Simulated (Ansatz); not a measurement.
Runs of Ansatz 0.2.0 on MgS. It takes space group P6_3mc (No. 186, hexagonal). The conventional cell has a = 4.035 Å, b = 4.035 Å, c = 6.432 Å, α = 90.00°, β = 90.00°, γ = 120.00°. S (site symmetry 3m) has 4 Mg at 2.45 to 2.47 Å as nearest neighbours. Around Mg (site symmetry 3m) lie 4 S at 2.45 to 2.47 Å. The cell comes from a database or a generator and needn't be the stable form of this composition.

```csv
level,gap on the mesh (eV),pressure (GPa),relaxed volume (Å³/atom)
BLYP,(a),0.0,23.70
RPBE,3.46,0.0,(b)
PBEsol,3.30,0.0,22.54
revPBE,3.44,0.0,(c)
```

Alike in all rows: task relaxation of cell and atoms; potentials or basis Ansatz PAW; no spin polarisation; cell relaxed; k mesh 6 × 6 × 3; cutoff (eV) 420; smearing fermi-dirac 0.05 eV.

Q: Fill in the values left out.

A: (a) 3.38; (b) 23.81; (c) 23.66.

Caveats: odd divisions of the mesh miss points on the zone boundary, where band edges often lie, so the gap on the mesh can be too wide; the plane-wave basis is chosen anew once the cell has moved, so the energies of steps on either side of that aren't comparable; the PAW data sets come from PBE, with cores solved anew for the run's functional, which leaves a small shift of forces and pressure.

Runs at the PBE level aren't shown here.
